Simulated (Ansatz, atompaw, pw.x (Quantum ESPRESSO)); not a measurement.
Te (Z = 52): does the PAW (atompaw) potential hold in the solid?

atompaw 4.2.0.5 input, output lines left out:

```
Te 52
GGA-PBE scalarrelativistic loggrid 1500 logderivrange -3 5 201
5 5 4 0 0 0
5 1 4
0 0 0
c
c
c
c
v
c
c
c
v
c
c
2
2.50 2.35 2.00 1.40
y
-0.5
n
y
4.5
n
y
0.2
n
custom rrkj vanderbiltortho gaussian
bessel
1.76
2.00
2.50
2.50
1.85
```

Atomic tests: cutoffs needed: 10 Ry and 21 Ry (the cutoffs (Ry, on a coarse ladder) from which the occupation-weighted sum of valence levels, in a spherical-Bessel basis at the reference potential, stays within 10 and 1 mRy of its value at 400 Ry); ghost test: no extra level below or beside the all-electron valence levels (s, p, d, f tested) (spherical-Bessel basis up to 400 Ry, 20 bohr box); lowest eigenvalue of the overlap operator: 0.03 (s channel).

Crystal test: sc Te in pw.x 7.5, no spin, 10³ k-points, Fermi–Dirac smearing 0.01 Ry, cutoffs 40/400 Ry. The reference is all-electron LAPW (Ansatz 0.2.0) with the same functional, mesh and smearing; V0 and B0 come from Birch–Murnaghan fits to the pressures at five volumes. Errors are pseudo minus all-electron; Δ is the rms difference of the E(V) curves that follow from these fits, minima aligned, over ±6 % about the mean V0. Mesh and smearing are coarse, so the numbers serve the comparison and aren't converged zero-temperature values; the lattice is a test structure that the element need not adopt.

All-electron: a0 = 3.203 Å (V0 = 32.86 Å³/atom), B0 = 49.4 GPa.

Q: How far does the potential miss the all-electron equation of state?

A: mean pressure error (GPa): -0.34; a0 (Å): 3.195; a0 error (%): -0.23; B0 error (%): +1.3; Δ (meV/atom): 2.5. The logarithmic derivative shows an extra or strongly shifted pseudo pole above the reference energy (d near 1.47 Ry).

```
V (Å³/atom)  P all-electron (GPa)  P pseudo (GPa)
     31.282                  2.73            2.34
     32.105                  1.21            0.84
     32.928                 -0.11           -0.45
     33.751                 -1.25           -1.56
     34.574                 -2.23           -2.52
```

Q: At the middle volume, how do free energy and pressure move when the wave cutoff is lowered (ecutrho held at 400 Ry)?

A:

| cutoff (Ry) | shift of F (meV/atom) | shift of P (GPa) |
| --- | --- | --- |
| 18 | +25.7 | -0.06 |
| 24 | +6.2 | -0.11 |
| 32 | +1.2 | +0.03 |

The run at the middle volume (56 k-points, 9 iterations) took about 9.9 s on one core of a shared host (Intel(R) Xeon(R) Platinum 8375C CPU @ 2.90GHz, 128 threads, 992 GiB, load 60).
